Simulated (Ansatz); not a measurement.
One change: `FC(F)F` becomes `FC(F)(F)[O][GeH2][Cl]`.

Ansatz, PBE0-D4/def2-TZVP geometries, multiplicity 1. Each molecule was computed in one conformer, which needn't be the lowest.

Scalar relativity is left out up to krypton.

```csv
property,`FC(F)F`
size of the dipole moment (B3LYP/def2-TZVPP) / D,1.57
LUMO energy (PBE/def2-TZVPP) / eV,1.14
LUMO energy (PBE0/def2-TZVPP) / eV,1.97
HOMO energy (ωB97M-V/def2-TZVPP) / eV,-13.80
HOMO–LUMO gap (ωB97M-V/def2-TZVPP) / eV,17.25
HOMO–LUMO gap (B3LYP/def2-TZVPP) / eV,12.64
```

**Question.** Give the same properties after the change, and the shifts. (An estimate is asked.)

**Answer.** Computed: 
```tsv
property	`FC(F)(F)[O][GeH2][Cl]`	shift
size of the dipole moment (B3LYP/def2-TZVPP) / D	3.01	1.44
LUMO energy (PBE/def2-TZVPP) / eV	-1.50	-2.64
LUMO energy (PBE0/def2-TZVPP) / eV	-0.52	-2.49
HOMO energy (ωB97M-V/def2-TZVPP) / eV	-11.67	2.13
HOMO–LUMO gap (ωB97M-V/def2-TZVPP) / eV	13.10	-4.15
HOMO–LUMO gap (B3LYP/def2-TZVPP) / eV	8.30	-4.34
```

With PBE0 the HOMO rises by 1.93 eV and the LUMO falls by 2.49 eV, so the gap narrows by about 4.42 eV. PBE moves the HOMO by 1.44 eV and ωB97M-V by 2.13 eV. Dipoles are sizes alone; their direction can turn.

B3LYP here is the variant with VWN-RPA as its local correlation; programs differ in this.

Positive LUMOs are unbound, so they and the gaps depend on the basis.
